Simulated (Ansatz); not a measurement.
**MgO (P6_3mc): short molecular-dynamics run**

How do the atoms of MgO (P6_3mc) move over a short run? Wanted for MgO (P6_3mc): a short molecular-dynamics run.

All numbers are computed with the Python package of Ansatz 0.2.0. Level of theory: DFT PBEsol, plane waves, PAW.

### 1 The system

Symmetry: P6_3mc, No. 186, hexagonal system. Conventional cell: a = 3.251 Å, b = 3.251 Å, c = 10.386 Å, α = 90.00°, β = 90.00°, γ = 120.00°. Mg (site symmetry 3m) is surrounded by 4 O at 1.97 to 1.98 Å. Mg (site symmetry 3m) is surrounded by 4 O at 1.97 to 1.99 Å. O (site symmetry 3m) is surrounded by 4 Mg at 1.97 Å. O (site symmetry 3m) is surrounded by 4 Mg at 1.98 to 1.99 Å.

No structure file is read: the coordinates are typed or built in the script.

### 2 The code

Contents of md_mgo.py:

```python
import ansatz
from ase import Atoms
from ase.neighborlist import neighbor_list
import matplotlib.pyplot as plt
import numpy as np
from pymatgen.core import Lattice, Structure
from pymatgen.io.ase import AseAtomsAdaptor

pmg_structure = Structure(
    Lattice([[3.250594, 0.0, 0.0], [-1.625297, 2.815097, 0.0], [0.0, 0.0, 10.386338]]),
    ['Mg', 'Mg', 'Mg', 'Mg', 'O', 'O', 'O', 'O'],
    [
        [1 / 3, 2 / 3, 0.969662],
        [0.0, 0.0, 0.221002],
        [0.0, 0.0, 0.721002],
        [2 / 3, 1 / 3, 0.469662],
        [1 / 3, 2 / 3, 0.77984],
        [0.0, 0.0, 0.529493],
        [0.0, 0.0, 0.029493],
        [2 / 3, 1 / 3, 0.27984],
    ],
)
xtal = ansatz.Crystal.from_ase(AseAtomsAdaptor.get_atoms(pmg_structure))

setup = (
    xtal.calculation()
    .functional('pbesol')
    .kpoints(2, 2, 1, center='monkhorst-pack')
    .mixing('msr1', beta=0.1)
    .pseudopotentials('paw')
    .scf(tolerance=1e-06)
    .occupations('fixed')
    .basis(35 * ansatz.Ry, density_ratio=4)
    .md('nve', timestep=2.0, steps=15, temperature=300, initial_velocities='maxwell_boltzmann', seed=531)
)
steps = []


def follow(event):
    if event['event'] != 'md_step':
        return
    row = event['data']
    steps.append(row)
    print(f't = {row["time_fs"]:6.1f} fs  E_pot = {row["lagrangian_ev"]:.4f} eV  E_kin = {row["e_kin_ev"]:.4f} eV  T = {row["temperature_k"]:7.1f} K')


out = setup.session().plan(threads=1).execute(on_event=follow)
summary = out.report

temperature = np.array([s['temperature_k'] for s in steps])
print(f'mean temperature of the second half {temperature[len(steps) // 2 :].mean():.1f} K')

symbols = [site.symbol for site in out.lattice.sites]
pairs = np.concatenate([neighbor_list('d', Atoms(symbols, positions=s['positions_ang'], cell=out.lattice.cell_ang, pbc=True), 4.5) for s in steps[len(steps) // 2 :]])
counts, edges = np.histogram(pairs, bins=np.arange(0.5, 4.51, 0.25))
for low, count in zip(edges, counts / (len(symbols) * len(steps[len(steps) // 2 :]))):
    print(f'{low:4.2f}-{low + 0.25:4.2f} A  {count:6.2f} neighbours an atom')

time = [s['time_fs'] for s in steps]
fig, ax = plt.subplots(figsize=(5, 3))
ax.plot(time, [s['lagrangian_ev'] - steps[0]['lagrangian_ev'] for s in steps], label='potential')
ax.plot(time, [s['e_kin_ev'] for s in steps], label='kinetic')
ax.set(xlabel='time (fs)', ylabel='energy (eV)')
ax.legend()
fig.tight_layout()
fig.savefig('md.png', dpi=100)
```

### 3 What the engine is handed

The engine receives this input:

```yaml
crystal:
  lattice:
    - [3.250594, 0.0, 0.0]
    - [-1.625297, 2.815097, 0.0]
    - [0.0, 0.0, 10.386338]
  atoms:
    - { symbol: Mg, position: [0.33333333333333326, 0.6666666666666666, 0.9696620000000001] }
    - { symbol: Mg, position: [0.0, 0.0, 0.221002] }
    - { symbol: Mg, position: [0.0, 0.0, 0.721002] }
    - { symbol: Mg, position: [0.6666666666666666, 0.3333333333333333, 0.469662] }
    - { symbol: O, position: [0.33333333333333326, 0.6666666666666666, 0.7798399999999999] }
    - { symbol: O, position: [0.0, 0.0, 0.529493] }
    - { symbol: O, position: [0.0, 0.0, 0.029493] }
    - { symbol: O, position: [0.6666666666666666, 0.3333333333333333, 0.27984] }
basis:
  ecutwfc: 476.19925930478996
  ecutrho_ratio: 4
kpoints:
  mp_grid:
    grid: [2, 2, 1]
    shift: [0.5, 0.5, 0.0]
hamiltonian:
  xc: pbesol
  pseudopotentials:
    kind: paw
scf:
  convergence:
    dr2_threshold: 1.0e-06
  mixing:
    algorithm: msr1
    beta: 0.1
  occupations:
    method: fixed
md:
  timestep: 2.0
  n_steps: 15
  ensemble: nve
  temperature: 300.0
  initial_velocities: maxwell_boltzmann
  seed: 531
```

### 4 Launch

Command:

```console
python md_mgo.py
```

**Question.** What results will this script give? Wanted: free energy; mean temperature, second half; farthest move; largest change of the conserved energy.

The runs gave:

| quantity | value |
| --- | --- |
| free energy | -9902.6589 eV (-1237.8324 eV/atom) |
| length of the run | 15 steps, 30 fs |
| mean temperature, second half | 153 K |
| farthest move | 0.11 Å |
| largest change of the conserved energy | 0.28 meV/atom |

In words: The temperature swings between 52 and 300 K, with a mean of 153 K in the second half; from a start near a minimum about half of the kinetic energy passes into potential energy. The conserved energy stays within 0.28 meV/atom, so the time step holds. A run of 30 fs is far too short for averages. Energy and stress may still move on a finer k-point mesh. This cell is a computed structure, which may not be the phase found in nature. A small cell, a coarse mesh and a very short run: it shows the set-up and gives no equilibrium averages.
